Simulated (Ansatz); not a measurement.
# Residual resistivity of an alloy: Mo(100) with 4 layers of random Mo-Cu, 2x2, part 2 of 2

Wanted: resistance against the alloy's length, first Mo(100) with 4 layers of random Mo-Cu, 2x2.

Ansatz 0.2.0; Ansatz plane-wave DFT, PBE, PAW files; ballistic transport by layer matching (Landauer), zero bias; PAW set soft_1.

So far. Step 3 (With 8 alloy layers): Over the solved energies the transmission per spin lies between 1.62 and 1.67, out of 6.68 channels of the lead on average (up to 6.84).

## (4) With 12 alloy layers

In 12 layers a share of 0.5 of the sites is given to Cu at random. A fresh draw is used; the growth of the resistance with length is what counts.

System of this step: Mo(100) with 12 layers of random Mo-Cu, 2x2. The cell holds 88 atoms: 64 Mo and 24 Cu. Cell: a = 6.294 Å, b = 6.294 Å, c = 34.617 Å, α = 90.0°, β = 90.0°, γ = 90.0°. It derives from Mo. Regions: lead, 40 atoms (40 Mo); scattering region, 48 atoms (24 Cu and 24 Mo). The structure is stacked along c, and the current runs across the ab planes.

input.yaml reads:

```yaml
crystal:
  lattice:
    - [6.294, 0.0, 0.0]
    - [0.0, 6.294, 0.0]
    - [0.0, 0.0, 34.617]
  atoms:
    - { symbol: Mo, position: [0.0, 0.0, 0.0227272727] }
    - { symbol: Mo, position: [0.0, 0.5, 0.0227272727] }
    - { symbol: Mo, position: [0.5, 0.0, 0.0227272727] }
    - { symbol: Mo, position: [0.5, 0.5, 0.0227272727] }
    - { symbol: Mo, position: [0.25, 0.25, 0.0681818182] }
    - { symbol: Mo, position: [0.25, 0.75, 0.0681818182] }
    - { symbol: Mo, position: [0.75, 0.25, 0.0681818182] }
    - { symbol: Mo, position: [0.75, 0.75, 0.0681818182] }
    - { symbol: Mo, position: [0.0, 0.0, 0.1136363636] }
    - { symbol: Mo, position: [0.0, 0.5, 0.1136363636] }
    - { symbol: Mo, position: [0.5, 0.0, 0.1136363636] }
    - { symbol: Mo, position: [0.5, 0.5, 0.1136363636] }
    - { symbol: Mo, position: [0.25, 0.25, 0.1590909091] }
    - { symbol: Mo, position: [0.25, 0.75, 0.1590909091] }
    - { symbol: Mo, position: [0.75, 0.25, 0.1590909091] }
    - { symbol: Mo, position: [0.75, 0.75, 0.1590909091] }
    - { symbol: Mo, position: [0.0, 0.0, 0.2045454545] }
    - { symbol: Mo, position: [0.0, 0.5, 0.2045454545] }
    - { symbol: Mo, position: [0.5, 0.0, 0.2045454545] }
    - { symbol: Mo, position: [0.5, 0.5, 0.2045454545] }
    - { symbol: Cu, position: [0.25, 0.25, 0.25] }
    - { symbol: Mo, position: [0.25, 0.75, 0.25] }
    - { symbol: Cu, position: [0.75, 0.25, 0.25] }
    - { symbol: Cu, position: [0.75, 0.75, 0.25] }
    - { symbol: Cu, position: [0.0, 0.0, 0.2954545455] }
    - { symbol: Mo, position: [0.0, 0.5, 0.2954545455] }
    - { symbol: Cu, position: [0.5, 0.0, 0.2954545455] }
    - { symbol: Mo, position: [0.5, 0.5, 0.2954545455] }
    - { symbol: Mo, position: [0.25, 0.25, 0.3409090909] }
    - { symbol: Mo, position: [0.25, 0.75, 0.3409090909] }
    - { symbol: Mo, position: [0.75, 0.25, 0.3409090909] }
    - { symbol: Mo, position: [0.75, 0.75, 0.3409090909] }
    - { symbol: Cu, position: [0.0, 0.0, 0.3863636364] }
    - { symbol: Cu, position: [0.0, 0.5, 0.3863636364] }
    - { symbol: Mo, position: [0.5, 0.0, 0.3863636364] }
    - { symbol: Mo, position: [0.5, 0.5, 0.3863636364] }
    - { symbol: Cu, position: [0.25, 0.25, 0.4318181818] }
    - { symbol: Cu, position: [0.25, 0.75, 0.4318181818] }
    - { symbol: Mo, position: [0.75, 0.25, 0.4318181818] }
    - { symbol: Mo, position: [0.75, 0.75, 0.4318181818] }
    - { symbol: Cu, position: [0.0, 0.0, 0.4772727273] }
    - { symbol: Cu, position: [0.0, 0.5, 0.4772727273] }
    - { symbol: Cu, position: [0.5, 0.0, 0.4772727273] }
    - { symbol: Cu, position: [0.5, 0.5, 0.4772727273] }
    - { symbol: Mo, position: [0.25, 0.25, 0.5227272727] }
    - { symbol: Cu, position: [0.25, 0.75, 0.5227272727] }
    - { symbol: Mo, position: [0.75, 0.25, 0.5227272727] }
    - { symbol: Cu, position: [0.75, 0.75, 0.5227272727] }
    - { symbol: Cu, position: [0.0, 0.0, 0.5681818182] }
    - { symbol: Cu, position: [0.0, 0.5, 0.5681818182] }
    - { symbol: Cu, position: [0.5, 0.0, 0.5681818182] }
    - { symbol: Mo, position: [0.5, 0.5, 0.5681818182] }
    - { symbol: Mo, position: [0.25, 0.25, 0.6136363636] }
    - { symbol: Mo, position: [0.25, 0.75, 0.6136363636] }
    - { symbol: Mo, position: [0.75, 0.25, 0.6136363636] }
    - { symbol: Cu, position: [0.75, 0.75, 0.6136363636] }
    - { symbol: Mo, position: [0.0, 0.0, 0.6590909091] }
    - { symbol: Mo, position: [0.0, 0.5, 0.6590909091] }
    - { symbol: Mo, position: [0.5, 0.0, 0.6590909091] }
    - { symbol: Mo, position: [0.5, 0.5, 0.6590909091] }
    - { symbol: Mo, position: [0.25, 0.25, 0.7045454545] }
    - { symbol: Cu, position: [0.25, 0.75, 0.7045454545] }
    - { symbol: Cu, position: [0.75, 0.25, 0.7045454545] }
    - { symbol: Cu, position: [0.75, 0.75, 0.7045454545] }
    - { symbol: Mo, position: [0.0, 0.0, 0.75] }
    - { symbol: Mo, position: [0.0, 0.5, 0.75] }
    - { symbol: Cu, position: [0.5, 0.0, 0.75] }
    - { symbol: Cu, position: [0.5, 0.5, 0.75] }
    - { symbol: Mo, position: [0.25, 0.25, 0.7954545455] }
    - { symbol: Mo, position: [0.25, 0.75, 0.7954545455] }
    - { symbol: Mo, position: [0.75, 0.25, 0.7954545455] }
    - { symbol: Mo, position: [0.75, 0.75, 0.7954545455] }
    - { symbol: Mo, position: [0.0, 0.0, 0.8409090909] }
    - { symbol: Mo, position: [0.0, 0.5, 0.8409090909] }
    - { symbol: Mo, position: [0.5, 0.0, 0.8409090909] }
    - { symbol: Mo, position: [0.5, 0.5, 0.8409090909] }
    - { symbol: Mo, position: [0.25, 0.25, 0.8863636364] }
    - { symbol: Mo, position: [0.25, 0.75, 0.8863636364] }
    - { symbol: Mo, position: [0.75, 0.25, 0.8863636364] }
    - { symbol: Mo, position: [0.75, 0.75, 0.8863636364] }
    - { symbol: Mo, position: [0.0, 0.0, 0.9318181818] }
    - { symbol: Mo, position: [0.0, 0.5, 0.9318181818] }
    - { symbol: Mo, position: [0.5, 0.0, 0.9318181818] }
    - { symbol: Mo, position: [0.5, 0.5, 0.9318181818] }
    - { symbol: Mo, position: [0.25, 0.25, 0.9772727273] }
    - { symbol: Mo, position: [0.25, 0.75, 0.9772727273] }
    - { symbol: Mo, position: [0.75, 0.25, 0.9772727273] }
    - { symbol: Mo, position: [0.75, 0.75, 0.9772727273] }
kpoints:
  mp_grid: { grid: [4, 4, 1] }
hamiltonian:
  xc: pbe
  pseudopotentials: { kind: paw, azcp: { folder: soft_1 } }
scf:
  occupations: { method: fermi_dirac, width: 0.1 }
output:
  transmission: { leads: [[0, 4]], kmesh: [8, 8], e_range: [-0.05, 0.05], de: 0.05 }
  write_potential: true
  write_density: true
  volumetric_format: npy
```

On the command line:

```bash
ansatz run input.yaml --threads 4 --pin off --max-ram 15360MiB --backend cpu --events-out ev --progress --plain --runs-dir out
```

Numbers of over 12 decimals in the logs are rounded to 6 here.

Log:

```text
[...]
Crystal: 88 atoms, lattice volume = 1371.333 Å³
Basis set: ecut = 420 eV, 26839 PW (Γ)
Bands: 812, of which v1, the nominal top of the filled ones, is band 676 counted from 1 (675 counted from 0)
Symmetry: 1 space group operations
[...]
k-points: 10 of 16 (time reversal used)
[...]
SCF iter   1: F=—  HF=-476234.491436 eV  |F-HF|=—  |Δ(HF+E_count)|=         —  Δρ=1.29e-1  dr2=1.61e3  ethr=3.10e-3  ⟨swp⟩=5.0  Hψ=23617  notcnv=0
[...]
SCF iter  16: F=-476173.816565 eV  HF=-476173.816565 eV  |F-HF|=5.03e-8  |Δ(HF+E_count)|=   1.06e-8  Δρ=1.50e-6  dr2=4.86e-8  ethr=7.40e-12  ⟨swp⟩=2.0  Hψ=14917  notcnv=0
SCF 1 converged in 16 iterations: F = -476173.816565 eV  dr2 = 4.86e-8
[...]
transmission: 228 of 2278 steps passed
transmission: 456 of 2278 steps passed
[...]
transmission: 2278 of 2278 steps passed
SCF converged after 16 iterations
Free energy (F): -476173.816565 eV
[...]
Internal energy: -476171.448514 eV  (E = F + TS)
E sigma→0 (E₀):  -476172.632540 eV
Entropy (-TS):   -2.368051 eV (-26.910 meV/atom)
Fermi energy:    18.429229 eV
[...]
--- Band table (eV; the first three rows and the last of 10) ---
  k-point 0: bands = [... 672 lower, 18.4763, 18.5059, 18.5226, 18.5520, 18.5743, 18.5990, 18.6163, 18.6231, ... 132 higher]
  k-point 1: bands = [... 672 lower, 18.4079, 18.4168, 18.4308, 18.4534, 18.4688, 18.4971, 18.5138, 18.5179, ... 132 higher]
  k-point 2: bands = [... 672 lower, 18.2363, 18.2741, 18.3412, 18.4018, 18.4279, 18.4356, 18.4982, 18.5174, ... 132 higher]
  k-point 9: bands = [... 672 lower, 18.1838, 18.2187, 18.2474, 18.2581, 18.3057, 18.3651, 18.3791, 18.5026, ... 132 higher]
--- Transmission ---
  basis      : 349 plane waves across, 67 finite elements along
  points     : 34, standing for a mesh of 8 x 8
[...]
channels       : 6.593750e0 a spin
[...]
slowest decay  : 0.0467 /Å at (0.3750, 0.5000)
  junction   : crystal 0 to crystal 0, 0.70 to 33.74 Å
    transmission   : 1.047079e0 a spin
[...]
```

It took 38 min on 4 threads of Arm Neoverse V1, shared host; peak memory 9 GiB.

Numbers from this step:

| Quantity | Value |
| --- | --- |
| free energy | -476173.8166 eV |
| energy at zero smearing | -476172.6325 eV |
| Fermi energy | 18.43 eV |
| transmission per spin nearest the Fermi level | 1.047 |
| step of the lead's potential | 12.5 meV |

Per spin. Table of transmission, zone mean by energy, zero at the Fermi level:

| energy (eV) | transmission, zone mean |
| --- | --- |
| -0.0500 | 1.13 |
| 0.0000 | 1.05 |
| 0.0500 | 1.09 |

Over the solved energies the transmission per spin lies between 1.05 and 1.13, out of 6.68 channels of the lead on average (up to 6.84).

## (5) Resistance against length

This step: Ansatz plane-wave DFT, PBE, PAW files; ballistic transport by layer matching (Landauer), zero bias; residual resistivity from the slope of the area resistance, atoms on the host's lattice; PAW set soft_1 (Ansatz 0.2.0).

This step gave:

| Property | Result |
| --- | --- |
| resistivity | 183.8 µΩ cm |
| intercept | 0.3231 fΩ m² |
| scatter about the fit | 0.1998 fΩ m² |

Resistance, by row:

| run | length (Å) | T | channels N | RA (fΩ m²) |
| --- | --- | --- | --- | --- |
| n4 | 6.294 | 2.142 | 6.677 | 1.621 |
| n8 | 12.59 | 1.638 | 6.677 | 2.355 |
| n12 | 18.88 | 1.087 | 6.677 | 3.936 |

The area resistance by length of the alloy:

| length of the alloy (Å) | area resistance (fΩ m²) |
| --- | --- |
| 6.29 | 1.62 |
| 12.59 | 2.35 |
| 18.88 | 3.94 |

The area resistance goes from 1.6 to 3.9 fΩ m² between 6.3 and 18.9 Å, a slope of 184 µΩ cm.

By hand from the end points: (3.936 − 1.621) fΩ m² / (18.88 − 6.29) Å = 184 µΩ cm, since 1 fΩ m² per Å is 1000 µΩ cm.

## (6) What came out

```yaml
resistivity_from_the_slope: 184 µΩ cm
area_resistance_over_6p29_a: 1.62 fΩ m²
area_resistance_over_12p6_a: 2.35 fΩ m²
area_resistance_over_18p9_a: 3.94 fΩ m²
```

The slope gives 184 µΩ cm. The points scatter by 0.20 fΩ m² about the line, with one random draw a length in a 2x2 cell, so the slope is a rough value. Read with a model of isotropic scattering on a spherical Fermi surface and the lead's 1.3×10¹⁵ S/m², this slope means a mean free path near 3.1 Å (a rough figure, since the alloy's own channel count differs); over these lengths the model's slope is within 3 % of its bulk resistivity, though a free path of a few ångströms strains the picture. The atoms sit on the host's lattice, so scattering by size misfit is left out. With 50 % of Cu, whose own structure is another, this is a hypothetical phase. A lead's potential steps by up to 37 meV from period to period, which the log calls too much, so longer leads could move the result.

[Logs are printed without paths, hosts, clocks, repeated set-up lines and the standing remarks that a program may print on its own settings, such as how far it seeks lower states.]

[Hosts, paths, dates, database ids (printed as entryN), source tags and the programs' standing remarks are cut or masked in the printed files.]
